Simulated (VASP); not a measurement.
# BAs (I4/mmm) in VASP: settings compared, part 2 of 2

VASP 6.6.1.

### 3 Relaxation of cell and atoms, LDA

INCAR

```
PREC = Accurate
ENCUT = 600
EDIFF = 1E-7
ISMEAR = 0
SIGMA = 0.05
LREAL = F
LASPH = T
NELM = 100
ALGO = Fast
ISIF = 3
LWAVE = F
LCHARG = F
IBRION = 2
NSW = 40
EDIFFG = -0.005
```

KPOINTS

```
Automatic mesh
0
Gamma
  9 9 9
```

POSCAR

```
BAs
1.0
   -2.1416214300      2.1416214300      3.5721965000
    2.1416214300     -2.1416214300      3.5721965000
    2.1416214300      2.1416214300     -3.5721965000
B As
2 2
Direct
    0.7500000000      0.2500000000      0.5000000000
    0.2500000000      0.7500000000      0.5000000000
    0.6923532000      0.6923532000      0.0000000000
    0.3076468000      0.3076468000      0.0000000000
```

Potentials or basis: VASP PAW LDA potentials, release 64 (B, As).

On the command line:

```sh
$ cat potpaw_LDA.64/B/POTCAR potpaw_LDA.64/As/POTCAR > POTCAR
$ mpirun -np 1 vasp_std > vasp.out
```

OUTCAR:

```text
PREC = Accurate
   ENCUT = 600
   EDIFF = 1E-7
   ISMEAR = 0
   LREAL = F
   LASPH = T
   NELM = 100
   ISIF = 3
   IBRION = 2
   NSW = 40
   EDIFFG = -0.005

 ion  position               nearest neighbor table
   1  0.750  0.250  0.500-   4 2.18   3 2.18   4 2.18   3 2.18
   2  0.250  0.750  0.500-   4 2.18   3 2.18   4 2.18   3 2.18
   3  0.692  0.692  0.000-   2 2.18   1 2.18   1 2.18   2 2.18   4 2.75
   4  0.308  0.308  0.000-   1 2.18   2 2.18   2 2.18   1 2.18   3 2.75

  LATTYP: Found a body centered tetragonal cell.
 ALAT       =     4.2832428600
 C/A-ratio  =     1.6679869047

  Lattice vectors:

 A1 = (  -2.1416214300,   2.1416214300,   3.5721965000)
 A2 = (   2.1416214300,  -2.1416214300,   3.5721965000)
 A3 = (   2.1416214300,   2.1416214300,  -3.5721965000)

Analysis of symmetry for initial positions (statically):
=====================================================================
 Subroutine PRICEL returns:
 Original cell was already a primitive cell.

 Routine SETGRP: Setting up the symmetry group for a
 body centered tetragonal supercell.

 Subroutine GETGRP returns: Found 16 space group operations
 (whereof 16 operations were pure point group operations)
 out of a pool of 16 trial point group operations.

The static configuration has the point symmetry D_4h.

Analysis of symmetry for dynamics (positions and initial velocities):
=====================================================================
 Subroutine PRICEL returns:
 Original cell was already a primitive cell.

 Routine SETGRP: Setting up the symmetry group for a
 body centered tetragonal supercell.

 Subroutine GETGRP returns: Found 16 space group operations
 (whereof 16 operations were pure point group operations)
 out of a pool of 16 trial point group operations.

The dynamic configuration has the point symmetry D_4h.

 Subroutine INISYM returns: Found 16 space group operations
 (whereof 16 operations are pure point group operations),
 and found     1 'primitive' translations

----------------------------------------------------------------------------------------

                                     Primitive cell

  volume of cell :      65.5361

  direct lattice vectors                    reciprocal lattice vectors
[... 150 lines left out ...]
  -------------------------------------------------------------------------------------
  Total       -2.8303984     -2.8303984     -0.5021650      0.0000000     -0.0000000      0.0000000
  in kB      -69.1954300    -69.1954300    -12.2765475      0.0000000     -0.0000000      0.0000000
  external PRESSURE =     -50.2224691 kB  Pullay stress =       0.0000000 kB
[... 95 lines left out ...]
  FREE ENERGIE OF THE ION-ELECTRON SYSTEM (eV)
  ---------------------------------------------------
  free  energy   TOTEN  =       -21.3215299538 eV

  energy  without entropy=      -21.3181847514  energy(sigma->0) =      -21.31985735

 E-fermi :   4.9393     XC(G=0): -10.0352

 val. band max:        4.9245789113   @ k =  -0.1111   0.1111   0.1111
 cond. band min:       4.9427637392   @ k =  -0.3333   0.4444   0.3333
 fundamental gap:      0.0181848278
 Fermi energy:         4.9392696757

 k-point     1 :       0.0000    0.0000    0.0000
  band No.  band energies     occupation
      1     -10.5257      2.00000
      2      -4.0182      2.00000
      3      -1.5817      2.00000
      4      -0.7382      2.00000
      5      -0.7382      2.00000
      6       1.2768      2.00000
      7       2.5825      2.00000
      8       2.5825      2.00000
      9       3.9143      2.00000
     10       5.2763      0.00000
     11       7.6950      0.00000
     12       8.4267      0.00000
[... 333 lines left out ...]
      1      -8.4547      2.00000
      2      -6.4649      2.00000
      3      -4.1986      2.00000
      4      -3.2344      2.00000
      5      -0.9117      2.00000
      6       0.8643      2.00000
      7       3.1211      2.00000
      8       5.9757      0.00000
      9       7.6295      0.00000
     10       7.9919      0.00000
     11       9.1705      0.00000
     12       9.4387      0.00000

 [... further k-points ...]

[... ionic steps 4 to 19 ...]

--------------------------------------- Ionic step       20  -------------------------------------------

 number of electron      16.0000000 magnetization

------------------------ aborting loop because EDIFF is reached ----------------------------------------
[... 71 lines left out ...]
--------------------------------------- Ionic step       22  -------------------------------------------

 number of electron      16.0000000 magnetization

 Free energy of the ion-electron system (eV)
  ---------------------------------------------------
  ext. energy  EPLUGINS =         0.00000000
  ---------------------------------------------------
  free energy    TOTEN  =       -21.94195961 eV

  energy without entropy =      -21.93942618  energy(sigma->0) =      -21.94069290

 E-fermi :   4.9333     XC(G=0):  -9.8888

 val. band max:        4.9141341682   @ k =  -0.1111  -0.4444   0.1111
 cond. band min:       4.9411237380   @ k =  -0.2222   0.4444   0.1111
 fundamental gap:      0.0269895698
 Fermi energy:         4.9333129451

 k-point     1 :       0.0000    0.0000    0.0000
  band No.  band energies     occupation
      1     -10.6001      2.00000
      2      -4.7981      2.00000
      3      -1.5900      2.00000
      4      -1.0464      2.00000
      5      -1.0464      2.00000
      6       1.1907      2.00000
      7       2.7728      2.00000
      8       2.7728      2.00000
      9       3.5373      2.00000
     10       5.2989      0.00000
     11       7.7339      0.00000
     12       8.4862      0.00000
[... 376 lines left out ...]
  FREE ENERGIE OF THE ION-ELECTRON SYSTEM (eV)
  ---------------------------------------------------
  free  energy   TOTEN  =       -21.9419596130 eV

  energy  without entropy=      -21.9394261774  energy(sigma->0) =      -21.94069290

 reached required accuracy - stopping structural energy minimisation
```

OSZICAR:

```text
N       E                     dE             d eps       ncg     rms          rms(c)
DAV:   1     0.537680999564E+02    0.53768E+02   -0.71087E+03  1800   0.126E+03
DAV:   2    -0.177539841620E+02   -0.71522E+02   -0.66545E+02  2396   0.180E+02
[... 226 lines left out ...]
  21 F= -.21941953E+02 E0= -.21940667E+02  d E =-.325642E-04
       N       E                     dE             d eps       ncg     rms          rms(c)
DAV:   1    -0.219419750205E+02   -0.22174E-04   -0.69903E-04  1936   0.178E-01    0.166E-02
RMM:   2    -0.219419625707E+02    0.12450E-04   -0.42423E-05  1800   0.421E-02    0.771E-03
RMM:   3    -0.219419596758E+02    0.28949E-05   -0.15688E-05  1806   0.229E-02    0.228E-03
RMM:   4    -0.219419595931E+02    0.82641E-07   -0.15223E-06  1813   0.910E-03    0.878E-04
RMM:   5    -0.219419596130E+02   -0.19885E-07   -0.46728E-07  1497   0.431E-03
  22 F= -.21941960E+02 E0= -.21940693E+02  d E =-.392918E-04
```

Run time: 20 min. Hardware: 1 thread of Intel Xeon Platinum 8488C (Sapphire Rapids), shared host; peak memory 0.25 GiB.

What came out:

```
Free energy                            : -21.9420 eV
Relaxed volume                         : 16.12 Å³/atom
Relaxed cell                           : a = 5.011 Å, b = 5.011 Å, c = 5.011 Å, α = 133.79°, β = 133.79°, γ = 67.42°
Space group after relaxing (to 0.05 Å) : I4/mmm (No. 139)
Energy gained by relaxing              : 180.0 meV/atom
Ionic steps                            : 22
Pressure after relaxing                : 0.0 GPa
Band gap on the k mesh                 : none (metal or under the smearing width)
```

The path:
```
step  energy change (eV)  largest force (eV/Å)  pressure (GPa)  volume (Å³)
   1              0.0000                0.6423           -5.02        65.54
   2             -0.0950                1.1444            3.81        60.77
   3             -0.0997                1.0279            2.10        61.56
   4             -0.2317                1.0829            3.01        60.94
   5             -0.3775                0.1408            5.79        59.73
   6             -0.4298                0.5861            4.87        60.37
   7             -0.4689                1.6182            2.56        61.88
   8             -0.5703                1.3308            0.84        62.89
   9             -0.6570                1.1623           -2.04        65.04
  10             -0.6955                0.6244           -0.79        64.35
  11             -0.7110                0.1435            0.77        63.60
  12             -0.7112                0.0901            0.93        63.53
  13             -0.7135                0.0533            0.55        63.81
  14             -0.7159                0.0446           -0.45        64.64
  15             -0.7173                0.0844           -0.28        64.61
  16             -0.7187                0.1790            0.14        64.53
  17             -0.7188                0.1573            0.04        64.55
  18             -0.7199                0.0587           -0.02        64.55
  19             -0.7200                0.0168           -0.05        64.55
  20             -0.7200                0.0127           -0.05        64.55
  21             -0.7201                0.0046           -0.02        64.52
  22             -0.7201                0.0014            0.01        64.49
```

Final structure:
```
B As
1.0
    -1.96668    1.96668    4.16854
     1.96668   -1.96668    4.16854
     1.96668    1.96668   -4.16854
B As
2 2
Cartesian
  0.0000 1.9667 2.0843
  1.9667 0.0000 2.0843
  0.0000 0.0000 5.3988
  0.0000 0.0000 2.9383
```

### 4 The reference run

An earlier run on the cell as given: functional PBE; potentials or basis VASP PAW PBE potentials, release 64 (B, As); cutoff 520 eV; k mesh 9 × 9 × 9; occupations fermi-dirac, width 0.05 eV; no spin polarisation.

* Pressure: -0.3 GPa
* Largest force: 0.688 eV/Å
* Band gap on the k mesh: none (metal or under the smearing width)

### 5 Overview

| task | level | potentials or basis | cell | cutoff (eV) | smearing | gap on the mesh (eV) | pressure (GPa) | relaxed volume (Å³/atom) |
| --- | --- | --- | --- | --- | --- | --- | --- | --- |
| relaxation of cell and atoms | PBE | VASP PAW PBE potentials, release 64 (B, As) | relaxed | 600 | gaussian 0.05 eV | none | 0.0 | 18.19 |
| relaxation of cell and atoms | LDA | VASP PAW LDA potentials, release 64 (B, As) | relaxed | 600 | gaussian 0.05 eV | none | 0.0 | 16.12 |
| single point | PBE | VASP PAW PBE potentials, release 64 (B, As) | as given | 520 | fermi-dirac 0.05 eV | none | -0.3 | - |

Alike in all rows: no spin polarisation; k mesh 9 × 9 × 9.

Total energies depend on the potentials used, so only differences within one code and one set of settings carry meaning.
